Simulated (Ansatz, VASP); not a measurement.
Rb in VASP and in Ansatz

File INCAR:

```
  PREC = Accurate
  ENCUT = 520
  EDIFF = 1E-6
  ISMEAR = -1
  SIGMA = 0.05
  LREAL = F
  LASPH = T
  NELM = 80
  ALGO = Normal
  ISIF = 2
  LWAVE = F
  LCHARG = F
  GGA = CA
  NBANDS = 10
```

KPOINTS

```
regular mesh
0
Gamma
  11 11 11
```

Contents of POSCAR:

```
Rb
1.0
   -2.2399781434      2.2399781434      2.2399781434
    2.2399781434     -2.2399781434      2.2399781434
    2.2399781434      2.2399781434     -2.2399781434
Rb
1
Direct
    0.0000000000      0.0000000000      0.0000000000
```

Input for Ansatz:

```yaml
crystal:
  lattice:
    - [-2.2399781434, 2.2399781434, 2.2399781434]
    - [2.2399781434, -2.2399781434, 2.2399781434]
    - [2.2399781434, 2.2399781434, -2.2399781434]
  atoms:
    - { symbol: Rb, position: [0.0, 0.0, 0.0] }
kpoints:
  mp_grid: { grid: [11, 11, 11] }
scf:
  occupations: { method: fermi_dirac, width: 0.05 }
hamiltonian:
  xc: lda
  pseudopotentials: { kind: paw }
output:
  forces: true
  stress: true
  eigenvalues: true
  populations: true
```

Change from the starting cell: volume scaled by 0.58, PAW files.

Alike in both runs: task single point; functional LDA; k mesh 11 × 11 × 11; occupations fermi-dirac, width 0.05 eV; no spin polarisation.

```csv
,VASP,Ansatz
version,VASP 6.6.1,Ansatz 0.2.0
potentials or method,"VASP PAW LDA potentials, release 64 (Rb_sv)","PAW with Ansatz's default frozen-core files, scalar-relativistic"
plane-wave cutoff (eV),520,420
valence electrons in the cell,9,9
```

|  | VASP | Ansatz | Ansatz less VASP |
| --- | --- | --- | --- |
| pressure (GPa) | 5.1 | 5.1 | -0.01 |
